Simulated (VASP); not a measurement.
# Ge (Pm-3m) in VASP: reference runs

Reference runs on Ge: the cell as given.

Everything below comes from runs of VASP 6.6.1. Logs are shortened: lines on timing, memory, paths and dates and some standing lists are left out, and cuts for length are marked.

## Step 1: The structure

Symmetry: Pm-3m, No. 221, cubic system. Conventional cell: a = 2.710 Å, b = 2.710 Å, c = 2.710 Å, α = 90.00°, β = 90.00°, γ = 90.00°. Around Ge (site symmetry m-3m) lie 6 Ge at 2.71 Å.

The cell was built by a generator and needn't be a form met in nature.

## Step 2: Single point, PBE

The input, INCAR:

```
SYSTEM = Ge
  PREC = Accurate
  ENCUT = 520
  EDIFF = 1E-7
  ISMEAR = -1
  SIGMA = 0.05
  LREAL = .False.
  LASPH = .True.
  NELM = 60
  ALGO = Normal
  ISIF = 2
  LWAVE = .False.
  LCHARG = .True.
  GGA = PE
  LELF = .True.
  LVHAR = .True.
  NBANDS = 13
```

The input, KPOINTS:

```
Automatic mesh
0
Gamma
  10 10 10
  0 0 0
```

The input, POSCAR:

```
Ge
1.0
    2.7104700000      0.0000000000      0.0000000000
    0.0000000000      2.7104700000      0.0000000000
    0.0000000000      0.0000000000      2.7104700000
Ge
1
Direct
    0.0000000000      0.0000000000      0.0000000000
```

Potentials or basis: VASP PAW PBE potentials, release 64 (Ge_d).

On the command line:

```sh
cat potpaw_PBE.64/Ge_d/POTCAR > POTCAR
mpirun -np 1 vasp_std > vasp.out
```

OUTCAR:

```text
SYSTEM = Ge
   PREC = Accurate
   ENCUT = 520
   EDIFF = 1E-7
   ISMEAR = -1
   LREAL = .False.
   LASPH = .True.
   NELM = 60
   ISIF = 2
   GGA = PE

 ion  position               nearest neighbor table
   1  0.000  0.000  0.000-

  LATTYP: Found a simple cubic cell.
 ALAT       =     2.7104700000

  Lattice vectors:

 A1 = (   2.7104700000,   0.0000000000,   0.0000000000)
 A2 = (   0.0000000000,   2.7104700000,   0.0000000000)
 A3 = (   0.0000000000,   0.0000000000,   2.7104700000)

Analysis of symmetry for initial positions (statically):
=====================================================================
 Subroutine PRICEL returns:
 Original cell was already a primitive cell.

 Routine SETGRP: Setting up the symmetry group for a
 simple cubic supercell.

 Subroutine GETGRP returns: Found 48 space group operations
 (whereof 48 operations were pure point group operations)
 out of a pool of 48 trial point group operations.

The static configuration has the point symmetry O_h .

Analysis of symmetry for dynamics (positions and initial velocities):
=====================================================================
 Subroutine PRICEL returns:
 Original cell was already a primitive cell.

 Routine SETGRP: Setting up the symmetry group for a
 simple cubic supercell.

 Subroutine GETGRP returns: Found 48 space group operations
 (whereof 48 operations were pure point group operations)
 out of a pool of 48 trial point group operations.

The dynamic configuration has the point symmetry O_h .

 Subroutine INISYM returns: Found 48 space group operations
 (whereof 48 operations are pure point group operations),
 and found     1 'primitive' translations

----------------------------------------------------------------------------------------

                                     Primitive cell

  volume of cell :      19.9129

  direct lattice vectors                    reciprocal lattice vectors
     2.710470000  0.000000000  0.000000000     0.368939704  0.000000000  0.000000000
     0.000000000  2.710470000  0.000000000     0.000000000  0.368939704  0.000000000
     0.000000000  0.000000000  2.710470000     0.000000000  0.000000000  0.368939704

  length of vectors
     2.710470000  2.710470000  2.710470000     0.368939704  0.368939704  0.368939704

  position of ions in fractional coordinates (direct lattice)
     0.000000000  0.000000000  0.000000000

  ion indices of the primitive-cell ions
   primitive index   ion index
                 1           1

----------------------------------------------------------------------------------------

 KPOINTS: Automatic mesh

Automatic generation of k-mesh.
 Grid dimensions read from file:
 generate k-points for:   10   10   10

 Generating k-lattice:

  Cartesian coordinates                     Fractional coordinates (reciprocal lattice)
     0.036893970  0.000000000  0.000000000     0.100000000  0.000000000  0.000000000
     0.000000000  0.036893970  0.000000000     0.000000000  0.100000000  0.000000000
     0.000000000  0.000000000  0.036893970     0.000000000  0.000000000  0.100000000

  Length of vectors
     0.036893970  0.036893970  0.036893970

  Shift w.r.t. Gamma in fractional coordinates (k-lattice)
     0.000000000  0.000000000  0.000000000

 Subroutine IBZKPT returns following result:
 ===========================================

 Found     56 irreducible k-points:

 Following reciprocal coordinates:
            Coordinates               Weight
  0.000000  0.000000  0.000000      1.000000
  0.100000  0.000000  0.000000      6.000000
  0.200000  0.000000  0.000000      6.000000
  0.300000  0.000000  0.000000      6.000000
  0.400000  0.000000  0.000000      6.000000
  0.500000  0.000000  0.000000      3.000000
[... 16 lines left out ...]
  0.200000  0.100000  0.100000     24.000000
  0.300000  0.100000  0.100000     24.000000
 [... further k-points ...]
   k-points           NKPTS =     56   k-points in BZ     NKDIM =     56   number of bands    NBANDS=     13
   number of dos      NEDOS =    301   number of ions     NIONS =      1
   total plane-waves  NPLWV =   8000
   dimension x,y,z NGX =    20 NGY =   20 NGZ =   20
   dimension x,y,z NGXF=    40 NGYF=   40 NGZF=   40
   ions per type =               1
   NGX,Y,Z   is equivalent  to a cutoff of  12.27, 12.27, 12.27 a.u.
   NGXF,Y,Z  is equivalent  to a cutoff of  24.53, 24.53, 24.53 a.u.
 SYSTEM =  Ge
   PREC   = accura    normal or accurate (medium, high low for compatibility)
   ISTART =      0    job   : 0-new  1-cont  2-samecut
   ICHARG =      2    charge: 1-file 2-atom 10-const
   ISPIN  =      1    spin polarized calculation?
   LNONCOLLINEAR =      F non collinear calculations
   LSORBIT =      F    spin-orbit coupling
   LASPH  =      T    aspherical Exc in radial PAW
   ENCUT  =  520.0 eV  38.22 Ry    6.18 a.u.   5.04  5.04  5.04*2*pi/ulx,y,z
   NELM   =     60;   NELMIN=  2; NELMDL= -5     # of ELM steps
   EDIFF  = 0.1E-06   stopping-criterion for ELM
   LREAL  =      F    real-space projection
   EDIFFG = 0.1E-05   stopping-criterion for IOM
   NSW    =      0    number of steps for IOM
   IBRION =     -1    ionic relax: 0-MD 1-quasi-New 2-CG
   NFREE  =      0    steps in history (QN), initial steepest desc. (CG)
   ISIF   =      2    stress and relaxation
   ISYM   =      2    0-nonsym 1-usesym 2-fastsym
   POTIM  = 0.5000    time-step for ionic-motion
   TEBEG  =    0.0;   TEEND  =   0.0 temperature during run
   PSTRESS=    0.0 pullay stress
   NELECT =      14.0000    total number of electrons
   NUPDOWN=      -1.0000    fix difference up-down
   EMIN   =  10.00;   EMAX   =-10.00  energy-range for DOS
   EFERMI =   0.00;   METHOD = LEGACY
   ISMEAR =    -1;   SIGMA  =   0.05  broadening in eV -4-tet -1-fermi 0-gaus
   EFERMI_NEDOS =   21; number of points for ismear=-14 and -15
   IALGO  =     38    algorithm
   IMIX   =      4    mixing-type and parameters
     AMIX     =   0.40;   BMIX     =  1.00
     AMIX_MAG =   1.60;   BMIX_MAG =  1.00
  volume/ion in A,a.u.               =      19.91       134.38
  Fermi-wavevector in a.u.,A,eV,Ry     =   1.455703  2.750881 28.831731  2.119072
  Thomas-Fermi vector in A             =   2.572707
   LORBIT       =      0    0 simple, 1 ext, 2 COOP (PROOUT), +10 PAW based schemes
   GGA     = PE    functional components
   LHFCALC =     F    Hartree Fock is set to
   AEXX    =    0.0000 exact exchange contribution
   IVDW    =     0    specifies the selected vdW correction
   LEPSILON=     F    determine dielectric tensor
   LRPA    =     F    only Hartree local field effects (RPA)
 non-spin polarized calculation
  energy-cutoff  :      520.00
  volume of cell :       19.91
 maximum number of plane-waves:       554
   NGX = 11   NGY = 11   NGZ = 11

 number of electron      13.9999969 magnetization

 Free energy of the ion-electron system (eV)
  ---------------------------------------------------
  ext. energy  EPLUGINS =         0.00000000
  ---------------------------------------------------
  free energy    TOTEN  =        -4.30355380 eV

  energy without entropy =       -4.30048800  energy(sigma->0) =       -4.30202090

 E-fermi :   5.9249     XC(G=0): -10.9092

 val. band max:        5.8861535738   @ k =   0.3000   0.3000   0.2000
 cond. band min:       6.0208322847   @ k =   0.4000   0.4000   0.3000
 fundamental gap:      0.1346787109
 Fermi energy:         5.9248902014

 k-point     1 :       0.0000    0.0000    0.0000
  band No.  band energies     occupation
      1     -18.7583      2.00000
      2     -18.7583      2.00000
      3     -18.5153      2.00000
      4     -18.5153      2.00000
      5     -18.5153      2.00000
      6      -6.8141      2.00000
      7      12.5041      0.00000
      8      12.5041      0.00000
      9      12.5041      0.00000
     10      15.9383      0.00000
     11      15.9383      0.00000
     12      18.3577      0.00000
     13      34.5319      0.00000

 k-point     2 :       0.1000    0.0000    0.0000
  band No.  band energies     occupation
      1     -18.7570      2.00000
      2     -18.7400      2.00000
      3     -18.5214      2.00000
      4     -18.5214      2.00000
      5     -18.5148      2.00000
      6      -6.6189      2.00000
      7      10.1710      0.00000
      8      12.6910      0.00000
      9      12.6910      0.00000
     10      16.1123      0.00000
     11      17.3669      0.00000
     12      19.7674      0.00000
     13      31.1020      0.00000

 k-point     3 :       0.2000    0.0000    0.0000
  band No.  band energies     occupation
      1     -18.7537      2.00000
      2     -18.6923      2.00000
      3     -18.5373      2.00000
      4     -18.5373      2.00000
      5     -18.5135      2.00000
      6      -6.0371      2.00000
      7       6.9326      0.00000
      8      13.2312      0.00000
      9      13.2312      0.00000
     10      16.6290      0.00000
     11      18.1932      0.00000
     12      23.5817      0.00000
     13      27.8357      0.00000
[... 305 lines left out ...]
 k-point    23 :       0.2000    0.1000    0.1000
  band No.  band energies     occupation
      1     -18.7257      2.00000
      2     -18.6804      2.00000
      3     -18.5442      2.00000
      4     -18.5433      2.00000
      5     -18.5257      2.00000
      6      -5.6475      2.00000
      7       7.2847      0.00000
      8      10.8476      0.00000
      9      11.4674      0.00000
     10      19.7323      0.00000
     11      20.4235      0.00000
     12      23.3177      0.00000
     13      24.7239      0.00000

 k-point    24 :       0.3000    0.1000    0.1000
  band No.  band energies     occupation
      1     -18.7218      2.00000
      2     -18.6208      2.00000
      3     -18.5647      2.00000
      4     -18.5635      2.00000
      5     -18.5240      2.00000
      6      -4.7025      2.00000
      7       4.3497      2.00000
      8      11.6684      0.00000
      9      12.3425      0.00000
     10      20.2164      0.00000
     11      20.4774      0.00000
     12      22.0411      0.00000
     13      23.4307      0.00000

 [... further k-points ...]

------------------------ aborting loop because EDIFF is reached ----------------------------------------

  FORCE on cell =-STRESS in cart. coord.  units (eV):
  Direction    XX          YY          ZZ          XY          YZ          ZX
  --------------------------------------------------------------------------------------
  -------------------------------------------------------------------------------------
  Total       -0.0705429     -0.0705429     -0.0705429     -0.0000000      0.0000000      0.0000000
  in kB       -5.6758364     -5.6758364     -5.6758364     -0.0000000      0.0000000      0.0000000
  external PRESSURE =      -5.6758364 kB  Pullay stress =       0.0000000 kB

 VOLUME and BASIS-vectors are now :
 -----------------------------------------------------------------------------
  energy-cutoff  :      520.00
  volume of cell :       19.91
      direct lattice vectors                 reciprocal lattice vectors
     2.710470000  0.000000000  0.000000000     0.368939704  0.000000000  0.000000000
     0.000000000  2.710470000  0.000000000     0.000000000  0.368939704  0.000000000
     0.000000000  0.000000000  2.710470000     0.000000000  0.000000000  0.368939704

 POSITION                                       TOTAL-FORCE (eV/Angst)
 -----------------------------------------------------------------------------------
      0.00000      0.00000      0.00000         0.000000      0.000000      0.000000
 -----------------------------------------------------------------------------------
    total drift:                               -0.000000      0.000000      0.000000

  FREE ENERGIE OF THE ION-ELECTRON SYSTEM (eV)
  ---------------------------------------------------
  free  energy   TOTEN  =        -4.3035537957 eV

  energy  without entropy=       -4.3004880013  energy(sigma->0) =       -4.30202090
```

It took 9 s on 1 thread of Intel Xeon Platinum 8488C (Sapphire Rapids), shared host; peak memory 0.13 GiB.

Results:

| Quantity | Value |
| --- | --- |
| Free energy | -4.3036 eV |
| Pressure | -0.6 GPa |
| Band gap on the k mesh | none (metal or under the smearing width) |

Levels at points of the mesh, in eV from the Fermi level:
```csv
k point,band 4,band 5,band 6,band 7,band 8,band 9,band 10,band 11
"(0.00, 0.00, 0.00)",-24.44,-24.44,-12.74,6.58,6.58,6.58,10.01,10.01
"(0.50, 0.00, 0.00)",-24.49,-24.43,-9.03,-5.57,9.43,9.43,13.22,15.19
"(0.50, 0.50, 0.00)",-24.50,-24.37,-5.10,-2.53,-2.53,3.19,12.22,19.33
"(0.50, 0.50, 0.50)",-24.36,-24.36,-0.56,0.32,0.32,0.32,6.89,6.89
```
